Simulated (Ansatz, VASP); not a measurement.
# NbC4: VASP beside Ansatz

```
CELL_PARAMETERS angstrom
-2.68475 2.68475 2.68475
2.68475 -2.68475 2.68475
2.68475 2.68475 -2.68475
ATOMIC_POSITIONS crystal
Nb 0.00000 0.00000 0.00000
C 0.50000 0.50000 0.50000
C 0.00000 0.00000 0.50000
C 0.00000 0.50000 0.00000
C 0.50000 0.00000 0.00000
```

Alike in both runs: task relaxation of cell and atoms; functional PBE; k mesh 4 × 4 × 4; occupations gaussian, width 0.1 eV; no spin polarisation.

|  | VASP | Ansatz |
| --- | --- | --- |
| version | VASP 6.6.1 | Ansatz 0.2.0 |
| potentials or method | VASP PAW PBE potentials, release 64 (Nb_sv, C) | scalar-relativistic, plane waves, PAW |
| plane-wave cutoff (eV) | 600 | 420 |
| valence electrons in the cell | 29 | 29 |

```csv
,VASP,Ansatz,Ansatz less VASP
"gap on the k mesh at the Fermi level, each at its own relaxed structure (eV)",none,none,-
relaxed volume (Å³/atom),11.92,11.95,+0.038
relaxed cell length with the largest relative difference (Å),4.262,4.266,+0.0045
energy change over the relaxation (meV/atom),-363,-356,+6.6
```

A gap of «none» marks a metal or a gap that the smearing closes.

Caveats: the k mesh is coarse (spacing up to 0.41 Å⁻¹), so the values aren't converged; the volume moved by over 15 % at a fixed basis, so the end points are rough (VASP).
